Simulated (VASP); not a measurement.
A run of VASP 6.6.1:

The input POSCAR:

```
WS2                                     
1.0
    3.1569157002      0.0000000000      0.0000000000
   -1.5784578502      2.7339691901      0.0000000000
    0.0000000000      0.0000000000     27.3750000000
  S               W             
     4     2
Direct
     0.3333333300000021    0.6666666699999979    0.3313428986672218
     0.3333333300000021    0.6666666699999979    0.4464617994737156
     0.6666666699999979    0.3333333300000021    0.5535382005262846
     0.6666666699999979    0.3333333300000021    0.6686571013327782
     0.6666666699999979    0.3333333300000021    0.3889361809795308
     0.3333333300000021    0.6666666699999979    0.6110638190204694
```

The input INCAR.step1:

```
  ALGO = Normal
  DIPOL = 0.5 0.5 0.500
  EDIFF = 1E-5
  ENCUT = 520
  GGA = PE
  IDIPOL = 3
  ISIF = 2
  ISMEAR = 0
  KPAR = 4
  LASPH = True
  LCHARG = False
  LDIPOL = True
  LMAXMIX = 4
  LREAL = False
  LVACPOTAV = True
  LVHAR = True
  LWAVE = True
  NBANDS = 35
  NELM = 80
  PREC = Accurate
  SIGMA = 0.03
```

The input INCAR.step2:

```
  ALGO = Normal
  DIPOL = 0.5 0.5 0.500
  EDIFF = 1E-7
  ENCUT = 520
  GGA = PE
  HFSCREEN = 0.2
  IDIPOL = 3
  ISIF = 2
  ISMEAR = 0
  ISTART = 1
  KPAR = 4
  LASPH = True
  LCHARG = False
  LDIPOL = True
  LHFCALC = True
  LMAXMIX = 4
  LREAL = False
  LVACPOTAV = True
  LVHAR = True
  LWAVE = False
  NBANDS = 35
  NELM = 80
  PREC = Accurate
  PRECFOCK = Fast
  SIGMA = 0.03
```

The input KPOINTS:

```
k-points
0
Gamma
  6 6 1
```

KPOINTS_OPT

```
explicit points
3
Reciprocal
 0.0000000000  0.0000000000  0.0000000000 1
 0.5000000000  0.0000000000  0.0000000000 1
 0.3333333300  0.3333333300  0.0000000000 1
```

Potentials or basis: VASP PAW PBE potentials, release 64 (S, W_sv).

Command:

```sh
$ cat potpaw_PBE.64/S/POTCAR potpaw_PBE.64/W_sv/POTCAR > POTCAR
$ cp INCAR.step1 INCAR
$ mpirun -np 4 vasp_std > vasp.out
$ cp INCAR.step2 INCAR
$ mpirun -np 4 vasp_std > vasp.out
```

Hardware: 4 MPI ranks on Intel(R) Xeon(R) 6975P-C (Granite Rapids), on a shared host.

Problem. How long does it take, and how much memory?

Solution. It took 26 min on 4 MPI ranks on Intel(R) Xeon(R) 6975P-C (Granite Rapids), on a shared host, peak memory 0.51 GiB a rank. Counts: scf iterations 35, k points 7.
